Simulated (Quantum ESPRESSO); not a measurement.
Runs of Quantum ESPRESSO 7.5 on Ni. Symmetry: P6_3/mmc, No. 194, hexagonal system. The conventional cell has a = 2.448 Å, b = 2.448 Å, c = 4.073 Å, α = 90.00°, β = 90.00°, γ = 120.00°. Ni (site symmetry -6m2) is surrounded by 12 Ni at 2.45 to 2.48 Å. This isn't the form of Ni at room conditions, which is fcc.

```tsv
spin	mixing beta	gap on the mesh (eV)	pressure (GPa)	moment (μB)
non-collinear, random start	0.3	none	(a)	1.36
collinear, random start	0.3	none	-4.2	0.00
off	0.5	none	-4.6	-
collinear, antiferromagnetic start	0.3	none	-4.2	0.00
collinear, ferrimagnetic start	0.3	none	-4.2	0.00
```

Alike in all rows: task single point; level PBEsol; potentials or basis GBRV 1.5 PBEsol; cell as given; k mesh 10 × 10 × 6; cutoff (eV) 612; smearing fermi-dirac 0.05 eV.

Question: Fill in the values left out.

Answer: (a) -3.2.

Caveats: non-collinear GGA energies in this program can be off by tens of meV an atom and hang on the start (some runs).

A gap of «none» marks a metal or a gap under the smearing width.
